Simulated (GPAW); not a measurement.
## Magnetic state of free-standing square Ni monolayer, spacing 2.629 A from several starts

A self-consistent run ends on one state, which hangs on the start. Several orders of free-standing square Ni monolayer, spacing 2.629 A are started in GPAW and their energies compared.

Method: PBE; plane waves with GPAW's PAW setups, scalar-relativistic, in GPAW 26.7.0.

## 1. The structure

The cell holds 1 atom: 1 Ni. Its edges and angles: a = 2.629 Å, b = 2.629 Å, c = 14.000 Å, α = 90.0°, β = 90.0°, γ = 90.0°. model lattice. Vacuum lies along c.

Structure file:

```
Ni
1.0
     2.62900    0.00000    0.00000
     0.00000    2.62900    0.00000
     0.00000    0.00000   14.00000
Ni
1
Direct
  0.00000 0.00000 0.50000
```

## 2. Run 1 (ferro +)

Parallel moments need no larger cell; this start tests for a ferromagnetic state only.

Input file order1.py:

```python
import json
import numpy as np
from ase import Atoms
from ase.parallel import paropen, parprint
from gpaw import GPAW

atoms = Atoms(['Ni'],
    cell=[[2.629, 0.0, 0.0],
         [0.0, 2.629, 0.0],
         [0.0, 0.0, 14.0]],
    scaled_positions=[[0.0, 0.0, 0.5]],
    pbc=True,
    magmoms=[1.0])
atoms.calc = GPAW(mode={'name': 'pw', 'ecut': 550},
    xc='PBE',
    kpts={'size': (10, 10, 1), 'gamma': True},
    occupations={'name': 'fermi-dirac', 'width': 0.1},
    convergence={'density': 1e-05, 'energy': 1e-05},
    maxiter=200,
    symmetry={'tolerance': 1e-4},
    txt='order1.txt')
e = atoms.get_potential_energy(force_consistent=True)
res = {'free_energy': e, 'energy_sigma0': atoms.get_potential_energy(), 'fermi_energy': atoms.calc.get_fermi_level()}
res['moments'] = atoms.get_magnetic_moments().tolist()
res['total'] = atoms.get_magnetic_moment()
parprint('site moments (muB):', np.round(res['moments'], 3))
parprint(f"total moment: {res['total']:.3f} muB")
parprint(f'free energy: {e:.6f} eV')
atoms.calc.write('order1.gpw')
with paropen('results.json', 'w') as f:
    json.dump(res, f)
```

Started as:

```bash
> OMP_NUM_THREADS=1 python3 order1.py > order1.log
```

Output:

```text
site moments (muB): [1.01]
total moment: 0.970 muB
free energy: -5.228057 eV

--- order1.txt ---
Input parameters:
  mode=PW(ecut=550),
  convergence={'density': 1e-05, 'energy': 1e-05},
  kpts=MonkhorstPack(size=(10, 10, 1), gamma=True),
  maxiter=200,
  occupations=Occupations(name='fermi-dirac', width=0.1),
  symmetry=Symmetry(tolerance=0.0001),
  xc=XC(name='PBE')

Diagonalizing LCAO Hamiltonian
Converting LCAO to pw mode
   .-----.
  /|     |
 * |     |
 | |     |
 | |     |
 | |     |
 | |     |
 | |     |
 | |     |
 | |     |
 Ni|     |
 | |     |
 | |     |
 | |     |
 | |     |
 | |     |
 | |     |
 | .-----.
 |/     /
 *-----*

Atoms  # Å, Bohr magnetons
|   | symbol |        x |        y |        z |    initial magnetic moments |
|---|--------|----------|----------|----------|-----------------------------|
| 0 |     Ni | 0.000000 | 0.000000 | 7.000000 | ( 0.0000,  0.0000,  1.0000) |

Unit cell  # Å
| periodic |        x |        y |         z |   lengths |    angles |
|----------|----------|----------|-----------|-----------|-----------|
|      yes | 2.629000 | 0.000000 |  0.000000 |  2.629000 | 90.000000 |
|      yes | 0.000000 | 2.629000 |  0.000000 |  2.629000 | 90.000000 |
|      yes | 0.000000 | 0.000000 | 14.000000 | 14.000000 | 90.000000 |

Number of symmetries: 16

BZ-sampling:
  Number of BZ points: 100
  Number of IBZ points: 21

  Monkhorst-Pack size: [10, 10, 1]
  Monkhorst-Pack shift: [0.05, 0.05, 0.0]

K-points  # in reciprocal-cell coordinates
|     |                                coordinates |     weight |
|-----|--------------------------------------------|------------|
|   0 | (  0.00000000,   0.00000000,   0.00000000) | 0.01000000 |
|   1 | (  0.10000000,   0.00000000,   0.00000000) | 0.04000000 |
|   2 | (  0.10000000,   0.10000000,   0.00000000) | 0.04000000 |
|   3 | (  0.20000000,   0.00000000,   0.00000000) | 0.04000000 |
|   4 | (  0.20000000,   0.10000000,   0.00000000) | 0.08000000 |
|   5 | (  0.20000000,   0.20000000,   0.00000000) | 0.04000000 |
|   6 | (  0.30000000,   0.00000000,   0.00000000) | 0.04000000 |
|   7 | (  0.30000000,   0.10000000,   0.00000000) | 0.08000000 |
|   8 | (  0.30000000,   0.20000000,   0.00000000) | 0.08000000 |
|   9 | (  0.30000000,   0.30000000,   0.00000000) | 0.04000000 |
| ... |                                            |            |
|  20 | (  0.50000000,   0.50000000,   0.00000000) | 0.01000000 |

Plane wave coefficients: 2856
Cutoff: 550.0 eV

Spin-components: 2 (collinear spins)
Bands:           12
Projectors:      6
Spin-degeneracy: 1
Datatype:        complex128

Parallelization:
  kpt:    1
  domain: 1
  band:   1

Density:
  Valence electrons: 16.0
  Components: 2
  Grid points: [15 15 80]
  Charge: 0.0  # |e|

Potential:
  Grid points: [15 15 80]

species:
  Ni:
    name:    Nickel
    Z:       28.0
    valence: 16
    core:    12
    charge:  0.0  # [|e|]
    compensation charges:
      type: gauss
      rc: 0.36  # [Å]
      lmax: 2
    cutoffs:
      filter: 2.14  # [Å]
      core: 1.98  # [Å]
    projectors
    | kind |    occ | energy [eV] | rcut [Å] |
    |------|--------|-------------|----------|
    |   4s |  2.000 |      -5.642 |    1.164 |
    |   3p |  6.000 |     -71.394 |    1.207 |
    |   4p |  0.000 |      -1.226 |    1.207 |
    |   3d |  8.000 |      -8.875 |    1.138 |
    |    s |        |      21.570 |    1.164 |
    |    d |        |      18.337 |    1.138 |

    Using partial waves for Ni as LCAO basis

Reference energy: -41367.998447  # eV

eigensolver:
  PPCG
  Converge bands: occupied
  niter=2

density mixing:
  MSR1-Mixer
  Pratt-step length: 0.05
  Maximum mixing coefficient: 0.75
  Old densities: 10
  SVD Regularization: 0.005
  Good broyden scale: 1.0
  Trust region scale: 1.0
  Backstep threshold: 4.0
  History deletion threshold: 6.0
  Fourier metric: weight=20.0, sigma=0.015

occupation numbers:
  Fermi-Dirac:
    width: 0.1000  # eV

poisson solver:
  ecut: 4400.0  # eV

xc functional:
  name: PBE with 2 nearest neighbor stencil

convergence criteria:
- Maximum integral of absolute [dens]ity change: 1e-05 electrons / valence electron
- Maximum [total energy] change in last 3 cyles: 1e-05 eV / valence electron
- Maximum integral of absolute [eigenst]ate change: 4e-08 eV^2 / valence electron
maximum number of iterations: 200

SCF iterations
|iter     |      energy | eigst |  dens |  magmom |
|---------|-------------|-------|-------|---------|
|iter:   1|       0s |   -6.061586 | +0.18 |       |  +1.0009|
|iter:   2|       1s |   -5.595183 | -0.78 | -0.92 |  +0.9829|
|iter:   3|       2s |   -5.160675 | -1.07 | -1.07 |  +0.9497|
|iter:   4|       4s |   -5.160416 | -2.17 | -1.69 |  +0.9544|
|iter:   5|       5s |   -5.166806 | -2.31 | -1.78 |  +0.9631|
|iter:   6|       6s |   -5.169039 | -3.10 | -2.27 |  +0.9673|
|iter:   7|       7s |   -5.172240 | -3.33 | -2.44 |  +0.9706|
|iter:   8|       8s |   -5.172888 | -3.92 | -2.51 |  +0.9716|
|iter:   9|      10s |   -5.173997 | -4.14 | -2.88 |  +0.9713|
|iter:  10|      11s |   -5.174651 | -4.60 | -3.29 |  +0.9707|
|iter:  11|      12s |   -5.174840 | -4.90 | -3.18 |  +0.9701|
|iter:  12|      13s |   -5.175022 | -5.39 | -3.76 |  +0.9700|
|iter:  13|      14s |   -5.175137 | -5.70 | -4.04 |  +0.9700|
|iter:  14|      15s |   -5.175147c| -6.27 | -4.39 |  +0.9700|
|iter:  15|      17s |   -5.175146c| -6.66 | -5.02c|  +0.9701|
|iter:  16|      17s |   -5.175148c| -7.08 | -5.46c|  +0.9701|
|iter:  17|      18s |   -5.175148c| -7.38 | -5.96c|  +0.9701|
|iter:  18|      19s |   -5.175148c| -7.65c| -6.46c|  +0.9701|

Converged in 18 steps
Energy contributions relative to reference atoms: (reference = -41367.998447)

Energy contributions:
  Kinetic:           3.940030
  Coulomb:          -2.708802
  Zero:              0.119940
  External:          0.000000
  Xc:               -6.473407
  Entropy:          -0.105818
  Spinorbit:         0.000000
  ----------------------------
  Free energy:      -5.228057
  Extrapolated:     -5.175148

dipole moment: (-5.275716, -5.275716, 0.000003)  # |e|*Ang

Total magnetic moment: (0.000000, 0.000000, 0.970056)

Local magnetic moments
|        x |        y |        z |
|----------|----------|----------|
| 0.000000 | 0.000000 | 1.009967 |  # Ni   0

Fermi level: -3.403
Eigenvalues  # (at kpt = [0.000, 0.000, 0.000])
| band index |      eig [eV] | occ [0-1] |      eig [eV] | occ [0-1] |
|------------|---------------|-----------|---------------|-----------|
|          0 |       -67.053 |     1.000 |       -65.859 |     1.000 |
|          1 |       -67.053 |     1.000 |       -65.859 |     1.000 |
|          2 |       -66.714 |     1.000 |       -65.610 |     1.000 |
|          3 |        -7.805 |     1.000 |        -7.726 |     1.000 |
|          4 |        -5.963 |     1.000 |        -5.219 |     1.000 |
|          5 |        -4.820 |     1.000 |        -4.195 |     1.000 |
|          6 |        -4.421 |     1.000 |        -3.222 |     0.140 |
|          7 |        -4.421 |     1.000 |        -3.222 |     0.140 |
|          8 |        -4.331 |     1.000 |        -3.075 |     0.036 |
|          9 |        -1.976 |     0.000 |        -1.999 |     0.000 |
|         10 |         1.236 |     0.000 |         1.200 |     0.000 |
|         11 |         2.340 |     0.000 |         2.279 |     0.000 |

No gap
No difference between direct/indirect transitions
```

Elapsed: 24 s, on 1 MPI rank of Intel Xeon Platinum 8488C (Sapphire Rapids), shared host; peak memory 0.2 GiB.

Read from the output:

```yaml
magnetization: 0.9701 μB
final_state: ferromagnetic
largest_moment: 1.010 μB
```

After 18 cycles the largest moment stands at 1.01 μB.

## 3. Start 2: antiferro q=(0,1/2,0) +-

Reversing part of the moments tests the sign of the couplings between them.

This order needs a doubled cell of 2 atoms. Its mesh is chosen so that both cells sample the same points.

order2.py is the script of step 2 with these lines changed:

```diff
@@ -6,12 +6,13 @@
 
-atoms = Atoms(['Ni'],
+atoms = Atoms(['Ni', 'Ni'],
     cell=[[2.629, 0.0, 0.0],
-         [0.0, 2.629, 0.0],
+         [0.0, 5.258, 0.0],
          [0.0, 0.0, 14.0]],
-    scaled_positions=[[0.0, 0.0, 0.5]],
+    scaled_positions=[[0.0, 0.0, 0.5],
+         [0.0, 0.5, 0.5]],
     pbc=True,
-    magmoms=[1.0])
+    magmoms=[1.0, -1.0])
 atoms.calc = GPAW(mode={'name': 'pw', 'ecut': 550},
     xc='PBE',
-    kpts={'size': (10, 10, 1), 'gamma': True},
+    kpts={'size': (10, 5, 1), 'gamma': True},
     occupations={'name': 'fermi-dirac', 'width': 0.1},
@@ -20,3 +21,3 @@
     symmetry={'tolerance': 1e-4},
-    txt='order1.txt')
+    txt='order2.txt')
 e = atoms.get_potential_energy(force_consistent=True)
@@ -28,3 +29,3 @@
 parprint(f'free energy: {e:.6f} eV')
-atoms.calc.write('order1.gpw')
+atoms.calc.write('order2.gpw')
 with paropen('results.json', 'w') as f:
```

Started as:

```bash
> OMP_NUM_THREADS=1 python3 order2.py > order2.log
```

Output:

```text
site moments (muB): [ 0.846 -0.846]
total moment: -0.000 muB
free energy: -10.312093 eV

--- order2.txt ---
Input parameters:
  mode=PW(ecut=550),
  convergence={'density': 1e-05, 'energy': 1e-05},
  kpts=MonkhorstPack(size=(10, 5, 1), gamma=True),
  maxiter=200,
  occupations=Occupations(name='fermi-dirac', width=0.1),
  symmetry=Symmetry(tolerance=0.0001),
  xc=XC(name='PBE')

Diagonalizing LCAO Hamiltonian
Converting LCAO to pw mode
    .-----.
   /|     |
  / |     |
 *  |     |
 |  |     |
 |  |     |
 |  |     |
 |  |     |
 |  |     |
 |  |     |
 | Ni     |
 Ni |     |
 |  |     |
 |  |     |
 |  |     |
 |  |     |
 |  |     |
 |  .-----.
 | /     /
 |/     /
 *-----*

Atoms  # Å, Bohr magnetons
|   | symbol |        x |        y |        z |    initial magnetic moments |
|---|--------|----------|----------|----------|-----------------------------|
| 0 |     Ni | 0.000000 | 0.000000 | 7.000000 | ( 0.0000,  0.0000,  1.0000) |
| 1 |     Ni | 0.000000 | 2.629000 | 7.000000 | ( 0.0000,  0.0000, -1.0000) |

Unit cell  # Å
| periodic |        x |        y |         z |   lengths |    angles |
|----------|----------|----------|-----------|-----------|-----------|
|      yes | 2.629000 | 0.000000 |  0.000000 |  2.629000 | 90.000000 |
|      yes | 0.000000 | 5.258000 |  0.000000 |  5.258000 | 90.000000 |
|      yes | 0.000000 | 0.000000 | 14.000000 | 14.000000 | 90.000000 |

Number of symmetries: 8

BZ-sampling:
  Number of BZ points: 50
  Number of IBZ points: 18

  Monkhorst-Pack size: [10, 5, 1]
  Monkhorst-Pack shift: [0.05, 0.0, 0.0]

Plane wave coefficients: 5700
Cutoff: 550.0 eV

Spin-components: 2 (collinear spins)
Bands:           24
Projectors:      12
Spin-degeneracy: 1
Datatype:        complex128

Parallelization:
  kpt:    1
  domain: 1
  band:   1

Density:
  Valence electrons: 32.0
  Components: 2
  Grid points: [15 30 80]
  Charge: 0.0  # |e|

Potential:
  Grid points: [15 30 80]

[... setups left out ...]
Reference energy: -82735.996895  # eV

eigensolver:
  PPCG
  Converge bands: occupied
  niter=2

density mixing:
  MSR1-Mixer
  Pratt-step length: 0.05
  Maximum mixing coefficient: 0.75
  Old densities: 10
  SVD Regularization: 0.005
  Good broyden scale: 1.0
  Trust region scale: 1.0
  Backstep threshold: 4.0
  History deletion threshold: 6.0
  Fourier metric: weight=20.0, sigma=0.015

occupation numbers:
  Fermi-Dirac:
    width: 0.1000  # eV

poisson solver:
  ecut: 4400.0  # eV

xc functional:
  name: PBE with 2 nearest neighbor stencil

convergence criteria:
- Maximum integral of absolute [dens]ity change: 1e-05 electrons / valence electron
- Maximum [total energy] change in last 3 cyles: 1e-05 eV / valence electron
- Maximum integral of absolute [eigenst]ate change: 4e-08 eV^2 / valence electron
maximum number of iterations: 200

SCF iterations
|iter     |      energy | eigst |  dens |  magmom |
|---------|-------------|-------|-------|---------|
|iter:   1|       0s |  -12.042426 | +0.17 |       |  -0.0000|
|iter:   2|       7s |  -11.053729 | -0.65 | -0.89 |  -0.0000|
|iter:   3|      12s |  -10.160957 | -1.08 | -1.06 |  +0.0000|
|iter:   4|      17s |  -10.153743 | -2.12 | -1.69 |  -0.0000|
|iter:   5|      21s |  -10.161251 | -2.39 | -1.82 |  +0.0000|
|iter:   6|      26s |  -10.165925 | -3.04 | -2.31 |  -0.0000|
|iter:   7|      31s |  -10.168775 | -3.35 | -2.48 |  +0.0000|
|iter:   8|      36s |  -10.169650 | -4.02 | -2.85 |  -0.0000|
|iter:   9|      40s |  -10.170149 | -4.55 | -3.20 |  +0.0003|
|iter:  10|      47s |  -10.170128 | -5.11 | -2.89 |  -0.0002|
|iter:  11|      54s |  -10.172093 | -4.51 | -3.02 |  +0.0023|
|iter:  12|      59s |  -10.170041 | -4.92 | -2.03 |  +0.0006|
|iter:  13|      64s |  -10.170052 | -5.44 | -2.60 |  -0.0000|
|iter:  14|      69s |  -10.170535 | -5.37 | -3.46 |  +0.0000|
|iter:  15|      75s |  -10.170982 | -5.32 | -3.61 |  -0.0000|
|iter:  16|      80s |  -10.171381 | -5.49 | -3.73 |  +0.0000|
|iter:  17|      85s |  -10.171301 | -6.09 | -3.66 |  +0.0000|
|iter:  18|      90s |  -10.171243c| -6.85 | -4.04 |  -0.0000|
|iter:  19|      95s |  -10.171202c| -7.02 | -4.32 |  -0.0000|
|iter:  20|     100s |  -10.171199c| -8.16c| -4.83 |  -0.0000|
|iter:  21|     102s |  -10.171200c| -7.94c| -5.34c|  -0.0000|

Converged in 21 steps
Energy contributions relative to reference atoms: (reference = -82735.996895)

Energy contributions:
  Kinetic:           8.513444
  Coulomb:          -5.842471
  Zero:              0.237726
  External:          0.000000
  Xc:              -12.939006
  Entropy:          -0.281786
  Spinorbit:         0.000000
  ----------------------------
  Free energy:     -10.312093
  Extrapolated:    -10.171200

dipole moment: (-10.541356, -10.541354, 0.000007)  # |e|*Ang

Total magnetic moment: (0.000000, 0.000000, -0.000001)

Local magnetic moments
|        x |        y |         z |
|----------|----------|-----------|
| 0.000000 | 0.000000 |  0.845739 |  # Ni   0
| 0.000000 | 0.000000 | -0.845740 |  # Ni   1

Fermi level: -3.432
Eigenvalues  # (at kpt = [0.000, 0.000, 0.000])
| band index |      eig [eV] | occ [0-1] |      eig [eV] | occ [0-1] |
|------------|---------------|-----------|---------------|-----------|
|          0 |       -66.942 |     1.000 |       -66.942 |     1.000 |
|        ... |               |           |               |           |
|          7 |        -5.726 |     1.000 |        -5.726 |     1.000 |
|          8 |        -5.260 |     1.000 |        -5.260 |     1.000 |
|          9 |        -4.898 |     1.000 |        -4.898 |     1.000 |
|         10 |        -4.647 |     1.000 |        -4.647 |     1.000 |
|         11 |        -4.504 |     1.000 |        -4.504 |     1.000 |
|         12 |        -4.251 |     1.000 |        -4.251 |     1.000 |
|         13 |        -3.716 |     0.945 |        -3.716 |     0.945 |
|         14 |        -3.598 |     0.840 |        -3.598 |     0.840 |
|         15 |        -3.264 |     0.158 |        -3.264 |     0.158 |
|         16 |        -3.207 |     0.096 |        -3.207 |     0.096 |
|         17 |        -2.001 |     0.000 |        -2.001 |     0.000 |
|         18 |        -1.964 |     0.000 |        -1.964 |     0.000 |
|         19 |        -0.121 |     0.000 |        -0.121 |     0.000 |
|         20 |         1.207 |     0.000 |         1.207 |     0.000 |
|         21 |         2.298 |     0.000 |         2.298 |     0.000 |
|         22 |         2.775 |     0.000 |         2.775 |     0.000 |
|         23 |         2.971 |     0.000 |         2.971 |     0.000 |

No gap
No difference between direct/indirect transitions
```

It took 1.9 min on 1 MPI rank; peak memory 0.31 GiB.

Numbers from this step:

- magnetization: 0 μB
- final state: antiferromagnetic
- largest moment: 0.8457 μB

It lies 72.0 meV a seeded atom over the first start, and its largest moment is 0.846 μB against 1.01 μB.

[end of part 1 of 2]

[Logs and program files are shortened in this print: banners, set-up blocks, solver, clock and traceback lines can be left out without a mark of their own.]

[Logs are printed without paths, hosts, clocks, repeated set-up lines and the standing remarks that a program may print on its own settings, such as how far it seeks lower states.]

[Hosts, paths, dates, database ids (printed as entryN), source tags and the programs' standing remarks are cut or masked in the printed files.]

[Where a cell is said to come from a database of computed structures, the database is the Materials Project.]
